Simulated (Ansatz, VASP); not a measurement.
# W in VASP and in Ansatz

File INCAR:

```
SYSTEM = W
  PREC = Accurate
  ENCUT = 520
  EDIFF = 1E-8
  ISMEAR = -1
  SIGMA = 0.05
  LREAL = .FALSE.
  LASPH = .TRUE.
  NELM = 100
  ALGO = Normal
  ISIF = 2
  LWAVE = .FALSE.
  LCHARG = .FALSE.
  GGA = PE
  LEFG = .TRUE.
  NBANDS = 13
```

The input KPOINTS:

```
regular mesh
0
G
  14 14 14
  0 0 0
```

Contents of POSCAR:

```
W
1.0
    0.0000000000      1.9955865722      1.9955865722
    1.9955865722      0.0000000000      1.9955865722
    1.9955865722      1.9955865722      0.0000000000
W
1
Direct
    0.0000000000      0.0000000000      0.0000000000
```

Input for Ansatz:

```yaml
crystal:
  lattice:
    - [0.0, 1.9955865722, 1.9955865722]
    - [1.9955865722, 0.0, 1.9955865722]
    - [1.9955865722, 1.9955865722, 0.0]
  atoms:
    - { symbol: W, position: [0.0, 0.0, 0.0] }
kpoints:
  mp_grid: { grid: [14, 14, 14] }
scf:
  occupations: { method: fermi_dirac, width: 0.05 }
hamiltonian:
  xc: pbe
  pseudopotentials: { kind: paw }
output:
  forces: true
  stress: true
  eigenvalues: true
  efg: { contact_densities: true }
```

Change from the starting cell: volume scaled by 0.95, PAW files.

Alike in both runs: task electric field gradients; functional PBE; k mesh 14 × 14 × 14; occupations fermi-dirac, width 0.05 eV; no spin polarisation.

|  | VASP | Ansatz |
| --- | --- | --- |
| version | VASP 6.6.1 | Ansatz 0.2.0 |
| potentials or method | VASP PAW PBE potentials, release 64 (W_sv) | PAW with Ansatz's default frozen-core files, scalar-relativistic |
| plane-wave cutoff (eV) | 520 | 420 |
| valence electrons in the cell | 14 | 14 |

```tsv
	VASP	Ansatz	Ansatz less VASP
pressure (GPa)	11.1	10.4	-0.65
Vzz of the field gradient on the site that differs most (V/Å²)	0.0	0.0	0.00
```

Ansatz warned: «gradients_without_spin_orbit».

The runs have no spin-orbit coupling, so splittings on W are missing.
